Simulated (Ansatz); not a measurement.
# Light or heavy electrons for an n-channel?

Plane-wave DFT in Ansatz, PBE, scalar-relativistic PAW potentials, cutoff 420 eV, no spin-orbit coupling; no spin polarisation. Relaxed crystals whose conduction band edge is a single valley at Γ; masses by central differences along the Cartesian axes of the standard setting.

| crystal | gap (eV) | gap kind | m_x | m_y | m_z (mₑ) |
| --- | --- | --- | --- | --- | --- |
| ZnSe (F-43m) | 1.15 | direct | 0.0906 | 0.0906 | 0.0906 |
| Ga₂O₃ (C2/m) | 2.01 | indirect | 0.22 | 0.231 | 0.211 |
| SnO₂ (P4_2/mnm) | 0.68 | direct | 0.17 | 0.17 | 0.157 |
| Si₃N₄ (P6_3/m) | 4.25 | indirect | 1.46 | 1.46 | 0.218 |
| AlN (P6_3mc) | 4.03 | direct | 0.296 | 0.296 | 0.282 |
| MgO (Fm-3m) | 4.46 | direct | 0.337 | 0.337 | 0.337 |

Question: Take a film 7 nm thick, normal along z, current along x, at 300 K. Work out the injection velocity, the density-of-states capacitance and the confinement shift.

Answer: For a non-degenerate gas v_T = √(2k_BT/πm_x) = 5.38×10⁶ cm/s ÷ √(m_x/mₑ); one valley with both spins has C_Q = e²√(m_x m_y)/πħ² = 66.9 μF/cm² × √(m_x m_y)/mₑ; hard walls lift the first subband by ħ²π²/(2m_z t²) = 376 meV nm² ÷ (t² m_z/mₑ).
| crystal | v_T (10⁷ cm/s) | C_Q (μF/cm²) | shift (meV) |
| --- | --- | --- | --- |
| ZnSe (F-43m) | 1.79 | 6.1 | 85 |
| Ga₂O₃ (C2/m) | 1.15 | 15.1 | 36 |
| SnO₂ (P4_2/mnm) | 1.30 | 11.4 | 49 |
| Si₃N₄ (P6_3/m) | 0.45 | 97.7 | 35 |
| AlN (P6_3mc) | 0.99 | 19.8 | 27 |
| MgO (Fm-3m) | 0.93 | 22.5 | 23 |

Question: With a gate oxide of 1 nm equivalent thickness (3.45 μF/cm²), which gives the most current per gate overdrive in the ballistic limit?

Answer: The gate capacitance is the series value C_G = 1/(1/C_ox + 1/C_Q), and the current goes as C_G v_T: ZnSe (F-43m) 1.00, SnO₂ (P4_2/mnm) 0.88, Ga₂O₃ (C2/m) 0.82, AlN (P6_3mc) 0.74, MgO (Fm-3m) 0.71, Si₃N₄ (P6_3/m) 0.38 (relative). For an isotropic mass C_G v_T peaks where C_Q = C_ox, at about 0.05 mₑ. The lightest mass wins here, since its C_Q of 6.1 μF/cm² costs less than its speed gains. C_Q is the degenerate value and v_T the non-degenerate one; at high drain bias only forward-going states fill, which halves C_Q, while degeneracy raises the velocity, so values within about 10 % of each other aren't ranked. Scattering and the charge centroid are left out, and so are side valleys, which confinement lifts less and can make the lowest. Members with gaps over 3 eV here are hard to dope and contact. Where the shift is under 25 meV (MgO (Fm-3m)) higher subbands (the second lies three shifts above the first) fill in part at 300 K, so C_Q is larger than given. Semilocal functionals give gaps too small and so, as a rule, masses too light.

Cost: about 16 core-minutes for the runs cited, on Arm Neoverse V1, Intel Xeon Platinum 8488C (Sapphire Rapids), Intel Xeon Processor @ 2.50GHz (Skylake/Cascade Lake) and other processors (shared hosts).